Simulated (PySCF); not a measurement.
Work out the structure from these simulated measurements.

Formula: C3H2N2.

- 1H NMR: chemical shifts (computed TMS as zero) by class: 3.21 (2 H) ppm [GIAO B3LYP/pcSseg-2]
- Rotational structure: rotational constants A, B, C: 21.179, 2.924, 2.612 GHz [PBE0-D3(BJ)/def2-SVP]
- XPS: C1s 293.4 (×2), C1s 294.5, N1s 406.2 (×2) eV [ΔSCF SCAN, pcX-2 on the ionised atom, pcseg-1 elsewhere, spin-free X2C]
- NMR, other nuclei: isotropic shieldings of nuclei other than C and H, by class: -52 (2 N) ppm [GIAO B3LYP/pcSseg-2]
- 13C NMR: chemical shifts (computed TMS as zero) by class: 115.2 (2 C), 7.5 (1 C) ppm [GIAO B3LYP/pcSseg-2]
- Couplings: largest of the computed one-bond spin–spin couplings (means over like bonds): 13C–1H +146.1 (×2), 13C–13C +74.7 (×2), 15N–13C -18.0 (×2) Hz [B3LYP/pcJ-1]
- Dipole: 3.88 D [B3LYP/pcSseg-2]

Gas-phase values; electronic properties from PySCF, density fitting. Levels stand in brackets. Isolated species at its PBE0-D3(BJ)/def2-SVP geometry, gas phase. NMR classes are plain means over equivalent atoms (diastereotopic ones count apart unless rotation or inversion swaps them), as if these changed places fast.

Q: Propose a structure and show how it fits.

A: Numbering: `[N:1]#[C:2][CH2:3][C:4]#[N:5]`. Its formula, C3H2N2, gives 4 degrees of unsaturation: 0 rings and 4 π bonds in the structure found. 3 carbons fall into 2 classes; from least to most shielded: nitrile carbon [C2/C4] (115.2 ppm, 2 C), sp3 carbon next to a nitrile [C3] (7.5 ppm). All hydrogens form one class (3.21 ppm): methylene hydrogen. The other shieldings belong to: -52 ppm, nitrile nitrogen [N1/N5]. The couplings run between: +146.1 Hz, sp3 carbon next to a nitrile [C3] and its hydrogen (with 1 like pair); +74.7 Hz, nitrile carbon [C2] and sp3 carbon next to a nitrile [C3] (with 1 like pair); -18.0 Hz, nitrile nitrogen [N1] and nitrile carbon [C2] (with 1 like pair). The core levels belong to: C1s 293.4 eV, nitrile carbon [C2/C4]; C1s 294.5 eV, sp3 carbon next to a nitrile [C3]; N1s 406.2 eV, nitrile nitrogen [N1/N5]. The hole state at 293.4 eV has ⟨S²⟩ = 0.83 against 0.75, so that value is less sure. The optimised geometry has point group C2v and is an asymmetric top. Structure: malononitrile, `N#CCC#N`. Computed isomers that give other values at the same levels: `N#C[C@H]1C=N1` (rotational constant A: 22.771 GHz; this holds for the one conformer computed); `N#CC1=NC1` (rotational constant A: 26.981 GHz; this holds for the one conformer computed). The assignments are read from this structure; whether some other isomer fits the data as well wasn't checked.
